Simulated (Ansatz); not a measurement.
**Ionic part of the dielectric constant of ZnS at 9 GPa, mode by mode**

Method: Ansatz 0.2.0, DFT PBE, scalar-relativistic, plane waves, PAW. Plane waves to 420 eV; Γ-centred k mesh 10×10×10; fixed occupations. No spin polarisation. Phonons by linear response, acoustic sum rule imposed.

It takes space group F-43m (No. 216, cubic). Conventional cell: a = 5.260 Å, b = 5.260 Å, c = 5.260 Å, α = 90.00°, β = 90.00°, γ = 90.00°. Around Zn (site symmetry -43m) lie 4 S at 2.28 Å. Around S (site symmetry -43m) lie 4 Zn at 2.28 Å.

The primitive cell has V = 36.38 Å³ and ε∞,zz = 5.925. Each polar mode adds Δε = (4.92064×10⁷/V)·S/ν² along z, with S its oscillator strength in e²/amu, ν in cm⁻¹ and V in Å³.

Task: From these modes, find each Δε and ε0,zz.
```json
{"ν (cm⁻¹)": "310.5", "S_zz (e²/amu)": "0.1648"}
```

Result:
```json
{"ν (cm⁻¹)": "310.5", "Δε": "2.31"}
```

The sum is 2.312, so ε0,zz = 8.24; the run's tensor has 8.24.

Task: Where do the longitudinal modes lie for a wave vector along z?

Result: At 366 cm⁻¹. The Lyddane–Sachs–Teller product Π(ν_LO/ν_TO)² = 1.39 matches ε0/ε∞ = 1.39.

Cost: 1 run of about 1.3 core-minutes, on Arm Neoverse V1 (shared hosts).

Electronic polarisation dominates the static response of compressed ZnS: ε∞ is 5.925, while the lattice adds only 2.31. This fits polar-covalent sp³ bonding, in which the valence electrons, largely S 3p in character, are readily polarised, while stiff bonds limit how far the Zn and S sublattices move apart in a static field. The whole ionic term comes from this antiphase motion, the only zone-centre optical vibration of zinc blende, which is threefold degenerate before the macroscopic field splits it.

That field raises the longitudinal mode from 310.5 to 366 cm⁻¹, with electronic screening limiting the shift. Because PBE underestimates the band gap, ε∞ is probably too large. This would carry over directly into ε0 and make the LO–TO splitting too small, whereas the ionic term depends on ε∞ only indirectly. The Lyddane–Sachs–Teller agreement confirms internal consistency, not the accuracy of either dielectric constant. A single compressed volume also cannot show how far pressure weakens the ionic response through bond stiffening or changes in effective charge.
